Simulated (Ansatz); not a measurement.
**Stress against strain in Ru**

```xyz
2
Lattice="2.7058 0.0000 0.0000 -1.3529 2.3433 0.0000 0.0000 0.0000 4.2819" Properties=species:S:1:pos:R:3 pbc="T T T"
Ru    0.0000    1.5622    1.0705
Ru    1.3529    0.7811    3.2114
```

Atoms are numbered in the order listed.

Conventional cell: a = 2.706 Å, b = 2.706 Å, c = 4.282 Å, α = 90.00°, β = 90.00°, γ = 120.00°. Around Ru (atom 1) lie 12 Ru at 2.65 to 2.71 Å.

The cell is COD entry 9017842, as deposited and not checked against the literature; nothing was relaxed.

All numbers below come from DFT, PBE, all-electron LAPW, scalar-relativistic in Ansatz 0.2.0.

The runs use a Γ-centred 14×14×8 k mesh, Fermi–Dirac smearing of 0.03 eV, basis error target 0.5 meV/atom, no spin polarisation.

The strain is applied along the Cartesian axes of the cell as listed (the other components stay zero). Fractional coordinates are held (clamped ions).

σ is the change of stress from the unstrained cell, which is at 4.49 GPa; tension is positive, so slopes are stress–strain coefficients at that pressure. In a metal the k mesh adds noise.

Only quantities that a quadratic follows smoothly over the whole series are listed; rougher ones are left out.

```
    εzz  σzz (GPa)  σxx (GPa)
-0.0300     -22.88      -6.15
-0.0200     -14.68      -3.92
 0.0000       0.00       0.00
 0.0100       6.47       1.74
 0.0200      12.51       3.30
 0.0300      18.00       4.75
```

Question: Fit the series and read off the stiffness at zero strain.

Answer: Least-squares fits y = p0 + p1 x + p2 x² to the rows give σzz (GPa): p1 = 681, p2 = -2700; σxx (GPa): p1 = 181, p2 = -780. So C33 = 681 GPa and C13 = 181 GPa, for these axes.

Question: One run, at εzz = -0.0100, is withheld. Predict its row.

Answer: The fits give -7.10, -1.89; the run gave -7.03, -1.88.
